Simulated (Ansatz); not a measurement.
# C: symmetry broken, then relaxed

Theory: Ansatz 0.2.0, DFT PBE, scalar-relativistic, plane waves, PAW. Settings: plane waves to 420 eV, k-mesh 12×12×10 (Γ-centred), Gaussian smearing 0.05 eV. No spin polarisation. Energies are free energies at this smearing, counted from the undisturbed cell; pressure is positive in compression.

The starting cell (relaxed at this level):

```yaml
crystal:
  lattice:
    - [0.00000, -1.78574, -1.78574]
    - [-1.78574, 0.00000, -1.78574]
    - [1.78574, 1.78574, -3.57148]
  atoms:
    - { symbol: C, position: [0.75000, 0.75000, 0.75000] }
    - { symbol: C, position: [0.25000, 0.25000, 0.25000] }
    - { symbol: C, position: [0.37500, 0.37500, 0.87500] }
    - { symbol: C, position: [0.87500, 0.87500, 0.37500] }
```

The atoms are displaced (Å, in the unstrained cell):

```tsv
atom	ux	uy	uz
C1	0.035	-0.065	0.062
C2	-0.035	0.065	-0.062
C3	-0.160	-0.147	-0.038
C4	0.160	0.147	0.038
```

Cell and atoms are then relaxed.

Does the relaxation return to the undisturbed structure?

Yes (up to a choice of domain or origin): same space group and volume, and an energy 0.0 meV/atom from it. The disturbance itself cost 740.9 meV/atom. The final space group reads Fd-3m (tolerance 0.05 Å) and the volume changes by -0.01 %.

Final structure:

```yaml
crystal:
  lattice:
    - [0.00001, -1.78570, -1.78570]
    - [-1.78568, 0.00000, -1.78570]
    - [1.78569, 1.78569, -3.57140]
  atoms:
    - { symbol: C, position: [0.75000, 0.75000, 0.75000] }
    - { symbol: C, position: [0.25000, 0.25000, 0.25000] }
    - { symbol: C, position: [0.37500, 0.37500, 0.87500] }
    - { symbol: C, position: [0.87500, 0.87500, 0.37500] }
```

The relaxation, step by step (energy from the first step; small jumps at an unchanged geometry come where the plane waves are selected anew for the new cell):

```tsv
step	ΔE (meV/atom)	largest force component (eV/Å)	pressure (GPa)
1	0.0	9.427	35.71
2	-548.2	4.615	7.11
3	-689.5	1.442	34.38
4	-740.9	0.030	-0.64
5	-740.9	0.000	0.03
6	-740.9	0.000	0.07
```

Frames along the relaxation (Å, eV/Å):

```xyz
4
Lattice="0.000 -1.786 -1.786 -1.786 0.000 -1.786 1.786 1.786 -3.571" Properties=species:S:1:pos:R:3:forces:R:3 pbc="T T T" step=1
C     0.035   -0.065   -5.295   -2.854   -0.631   -8.749
C    -0.035    0.065   -1.848    2.889   -1.674    3.203
C     0.733    0.746   -4.502    9.392    7.950    3.071
C    -0.733   -0.746   -4.426   -9.427   -5.645    2.476
4
Lattice="0.017 -1.777 -1.826 -1.771 0.010 -1.818 1.764 1.748 -3.639" Properties=species:S:1:pos:R:3:forces:R:3 pbc="T T T" step=2
C     0.019   -0.049   -5.421   -1.504    0.427   -3.859
C    -0.004    0.021   -1.862    1.216   -0.799    2.840
C     0.800    0.815   -4.584    4.615    2.828    1.647
C    -0.793   -0.832   -4.519   -4.327   -2.456   -0.629
4
Lattice="-0.008 -1.742 -1.748 -1.745 -0.005 -1.751 1.748 1.756 -3.502" Properties=species:S:1:pos:R:3:forces:R:3 pbc="T T T" step=3
C    -0.002   -0.004   -5.240   -0.447    0.282   -1.266
C    -0.001    0.012   -1.756    0.360   -0.270    0.844
C     0.848    0.865   -4.392    1.442    0.757    0.645
C    -0.854   -0.853   -4.366   -1.355   -0.769   -0.222
4
Lattice="0.000 -1.786 -1.787 -1.786 0.000 -1.787 1.787 1.787 -3.574" Properties=species:S:1:pos:R:3:forces:R:3 pbc="T T T" step=4
C     0.000    0.000   -5.361    0.005   -0.001   -0.004
C     0.000    0.001   -1.786   -0.009   -0.010   -0.030
C     0.893    0.893   -4.468    0.014    0.023    0.017
C    -0.893   -0.892   -4.466   -0.010   -0.012    0.017
4
Lattice="0.000 -1.786 -1.786 -1.786 0.000 -1.786 1.786 1.786 -3.571" Properties=species:S:1:pos:R:3:forces:R:3 pbc="T T T" step=5
C     0.000    0.000   -5.357    0.000    0.000    0.000
C     0.000    0.000   -1.786    0.000    0.000    0.000
C     0.893    0.893   -4.464    0.000    0.000    0.000
C    -0.893   -0.893   -4.464    0.000    0.000    0.000
4
Lattice="0.000 -1.786 -1.786 -1.786 0.000 -1.786 1.786 1.786 -3.571" Properties=species:S:1:pos:R:3:forces:R:3 pbc="T T T" step=6
C     0.000    0.000   -5.357    0.000    0.000    0.000
C     0.000    0.000   -1.786    0.000    0.000    0.000
C     0.893    0.893   -4.464    0.000    0.000    0.000
C    -0.893   -0.893   -4.464    0.000    0.000    0.000
```